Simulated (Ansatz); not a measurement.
# ZnSe: the cost of one run

Computed with Ansatz 0.2.0 (DFT PBE+D3(BJ), scalar-relativistic, plane waves, PAW, unless a step's input says otherwise).

**1. The system as given**

It takes space group P4/nmm (No. 129, tetragonal). Conventional cell: a = 4.108 Å, b = 4.108 Å, c = 6.070 Å, α = 90.00°, β = 90.00°, γ = 90.00°. Zn (site symmetry -4m2) has 4 Se at 2.54 Å and 4 Zn at 2.90 Å as nearest neighbours. Se (site symmetry 4mm) has 4 Zn at 2.54 Å as nearest neighbours.

Coordinates:

```
CELL_PARAMETERS angstrom
4.10770 0.00000 0.00000
0.00000 4.10770 0.00000
0.00000 0.00000 6.07035
ATOMIC_POSITIONS crystal
Zn 0.00000 0.00000 0.00000
Zn 0.50000 0.50000 0.00000
Se 0.00000 0.50000 0.24628
Se 0.50000 0.00000 0.75372
```

Source of the structure: the Materials Project (structure only).

**2. Quick check of gap, pressure and forces**

input.yaml reads:

```yaml
crystal:
  lattice:
    - [4.107702, 0.0, 0.0]
    - [0.0, 4.107702, 0.0]
    - [0.0, 0.0, 6.07035]
  atoms:
    - { symbol: Zn, position: [0.0, 0.0, 0.0] }
    - { symbol: Zn, position: [0.5, 0.5, 0.0] }
    - { symbol: Se, position: [0.0, 0.5, 0.24628] }
    - { symbol: Se, position: [0.5, 0.0, 0.75372] }
basis:
  ecutwfc: 420
kpoints:
  mp_grid: { grid: [4, 4, 4] }
hamiltonian:
  xc: pbe
  dispersion: d3bj
scf:
  occupations: { method: gaussian, width: 0.1 }
output:
  forces: true
  stress: true
  eigenvalues: true
```

Q: Estimate wall time and peak memory on 1 thread of an x86-64 CPU, shared host.

About 1.3 s, with a peak of 0.44 GiB.
